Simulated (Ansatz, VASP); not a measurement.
Sc: VASP beside Ansatz

```
Sc
1.0
    -1.76143    1.76143    1.76143
     1.76143   -1.76143    1.76143
     1.76143    1.76143   -1.76143
Sc
1
Cartesian
  0.0000 0.0000 0.0000
```

Alike in both runs: task single point; functional LDA; k mesh 20 × 20 × 20; occupations fermi-dirac, width 0.1 eV; no spin polarisation.

|  | VASP | Ansatz |
| --- | --- | --- |
| version | VASP 6.6.1 | Ansatz 0.2.0 |
| potentials or method | VASP PAW LDA potentials, release 64 (Sc_sv) | plane waves (420 eV) with PAW, scalar-relativistic |
| plane-wave cutoff (eV) | 520 | 420 |
| valence electrons in the cell | 11 | 11 |

Ansatz gave:

```
pressure (GPa) : 2.5
```

**Question.** What did VASP give for the same quantities?

**Answer.** Pressure (GPa): 2.6.

Ansatz warned: «pseudo_functional_mismatch».
